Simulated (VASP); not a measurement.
A run of VASP 6.6.1 is set up as follows.

Contents of INCAR:

```
SYSTEM = SnSe
  ALGO = Normal
  EDIFF = 1E-6
  EDIFFG = -0.01
  ENCUT = 600
  GGA = PS
  IBRION = 2
  ISIF = 3
  ISMEAR = 0
  KPAR = 4
  LASPH = .TRUE.
  LCHARG = .FALSE.
  LREAL = .FALSE.
  LWAVE = .FALSE.
  NELM = 80
  NSW = 90
  PREC = Accurate
  SIGMA = 0.03
```

KPOINTS

```
k-points
0
G
  10 10 10
  0 0 0
```

The input POSCAR:

```
SnSe
1.0
    0.0000000000      3.0100000000      3.0100000000
    3.0100000000      0.0000000000      3.0100000000
    3.0100000000      3.0100000000      0.0000000000
Sn Se
1 1
Direct
    0.0000000000      0.0000000000      0.0000000000
    0.5000000000      0.5000000000      0.5000000000
```

Potentials or basis: VASP PAW PBE potentials, release 64 (Sn_d, Se).

Command:

```sh
$ cat potpaw_PBE.64/Sn_d/POTCAR potpaw_PBE.64/Se/POTCAR > POTCAR
$ mpirun -np 4 vasp_std > vasp.out
```

**Question.** Predict the relaxed volume.

**Answer.** 26.35 Å³/atom.

**Question.** What does it give for the space group after relaxing (to 0.05 Å)?

**Answer.** Fm-3m (No. 225).

**Question.** Predict the relaxed cell.

**Answer.** a = 4.208 Å, b = 4.208 Å, c = 4.208 Å, α = 60.00°, β = 60.00°, γ = 60.00°.

Step by step:
```csv
step,energy change (eV),largest force (eV/Å),pressure (GPa),volume (Å³)
1,0.0000,0.0000,-1.79,54.54
2,-0.0096,0.0000,0.58,52.17
3,-0.0105,0.0000,0.01,52.71
```

Caveat: the PAW data sets were made with another functional, which shifts forces and pressure a little.
